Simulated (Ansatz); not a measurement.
Si: moving Si off its site

Si, Fd-3m, a = 5.444 Å. Ansatz: r2SCAN, PAW, 500 eV, Γ-centred 6×6×6 mesh on 8 atoms, Gaussian smearing 0.05 eV; no spin polarisation.

```
CELL_PARAMETERS angstrom
5.44421 0.00000 0.00000
0.00000 -5.44421 0.00000
0.00000 0.00000 -5.44421
ATOMIC_POSITIONS crystal
Si 0.50000 0.00000 0.00000
Si 0.00000 0.50000 0.00000
Si 0.00000 0.00000 0.50000
Si 0.50000 0.50000 0.50000
Si 0.75000 0.75000 0.75000
Si 0.25000 0.25000 0.75000
Si 0.25000 0.75000 0.25000
Si 0.75000 0.25000 0.25000
```

Atom 1 (Si) moves by x along the unit vector (0.000, 1.000, 0.000), with its periodic images; all else is held. y is the free energy of the cell over the start, F the force along the path summed over the moved atoms. Symmetry makes y even in x.

| x (Å) | y (meV) | F (eV/Å) |
| --- | --- | --- |
| -0.4500 | ? | ? |
| -0.2250 | 350.1 | 3.06 |
| 0.0000 | 0.0 | 0.00 |
| 0.0563 | 22.3 | -0.79 |
| 0.1125 | 88.6 | -1.57 |
| 0.1688 | 198.4 | -2.33 |
| 0.2813 | 542.2 | -3.75 |
| 0.3375 | 771.5 | -4.40 |
| 0.3938 | 1036.0 | -4.99 |

**Question.** Fit y = c2 x² + c4 x⁴ to the energies of the other rows, give the force constant, and predict energy and force of the missing row.

**Answer.** Least squares on the rows shown. y = 7029.5 x² − 2250.4 x⁴. The force constant is 2 c2 = 14.1 eV/Å² (for all images moving together, not for a lone atom). The force −dy/dx at the missing row is 5.51 eV/Å (computed 5.51). At x = -0.4500 the fit asked for gives 1331.2 meV. The run gave 1331.4 meV, so the fit is 0.2 meV too low, a small miss on the scale of the series.

The silicon atom sits in a single, stiff well: the energy rises steadily away from the lattice site, with no sign of an off-centre minimum along this path. The restoring force grows a little more slowly than the displacement throughout, which is the softening expressed by the negative quartic term.

Motion along a cubic axis shortens two of the four tetrahedral bonds and lengthens the other two, so their odd anharmonic contributions cancel. The bonds also swing sideways, which adds length to all four at second order. Together with the weaker resistance of a covalent bond to stretching than to compression, and the poorer alignment of the sp³ hybrids, this probably accounts for the softening.

The tetrahedral site makes the harmonic constant of 14.1 eV/Å² the same in every direction, but not the anharmonicity: along a bond, a cubic term is allowed. Nor does this constant give the frequency of any one phonon, since displacing one sublattice of the cubic cell mixes zone-centre and zone-boundary modes.
